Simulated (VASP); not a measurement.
Write the native input for VASP 6.6.1 that does the following.

| Property | Result |
| --- | --- |
| Task | single point |
| Functional | r2SCAN |
| Potentials or basis | VASP PAW PBE potentials, release 64 (Be) |
| Cutoff | 520 eV |
| k mesh | 6 × 6 × 10 |
| Occupations | fermi-dirac, width 0.15 eV |
| Spin | no spin polarisation |
| Dipole correction | no |
| Further INCAR settings | ALGO = Normal; EDIFF = 1e-06; NBANDS = 12 |

Be:

```
Be
1.0
     3.83824    0.00000    0.00000
     0.00000    3.83824    0.00000
     0.00000    0.00000    2.33694
Be
4
Direct
  0.29741 0.29741 0.00000
  0.70259 0.70259 0.00000
  0.20259 0.79741 0.50000
  0.79741 0.20259 0.50000
```

This isn't the form of Be at room conditions, which is hcp.

These files were run (other wordings do the same):

POSCAR

```
Be
1.0
    3.8382355394      0.0000000000      0.0000000000
    0.0000000000      3.8382355394      0.0000000000
    0.0000000000      0.0000000000      2.3369427923
Be
4
Direct
    0.2974080000      0.2974080000      0.0000000000
    0.7025920000      0.7025920000      0.0000000000
    0.2025920000      0.7974080000      0.5000000000
    0.7974080000      0.2025920000      0.5000000000
```

INCAR.step1

```
  PREC = Accurate
  ENCUT = 520
  ISMEAR = -1
  SIGMA = 0.15
  LREAL = F
  LASPH = T
  NELM = 100
  NBANDS = 12
  GGA = PE
  ALGO = Normal
  EDIFF = 1E-4
  LWAVE = T
  LCHARG = F
```

INCAR.step2

```
  PREC = Accurate
  ENCUT = 520
  EDIFF = 1E-6
  ISMEAR = -1
  SIGMA = 0.15
  LREAL = F
  LASPH = T
  NELM = 100
  ALGO = Normal
  ISIF = 2
  LWAVE = F
  LCHARG = T
  METAGGA = R2SCAN
  LMIXTAU = T
  LELF = T
  LVHAR = T
  NBANDS = 12
  ISTART = 1
```

KPOINTS

```
Automatic mesh
0
Gamma
  6 6 10
```

Potentials or basis: VASP PAW PBE potentials, release 64 (Be).

Run with:

```sh
$ cat potpaw_PBE.64/Be/POTCAR > POTCAR
$ cp INCAR.step1 INCAR
$ mpirun -np 1 vasp_std > vasp.out
$ cp INCAR.step2 INCAR
$ mpirun -np 1 vasp_std > vasp.out
```

It gave:

```
Pressure               : -7.6 GPa
Largest force          : 0.010 eV/Å
Band gap on the k mesh : none (metal or under the smearing width)
```

Caveat: the PAW data sets were made with another functional, which shifts forces and pressure a little.

Run time: 88 s on 1 thread of AMD EPYC 7R43 64-Core Processor (Zen 3), with other jobs on the host, peak memory 0.12 GiB.
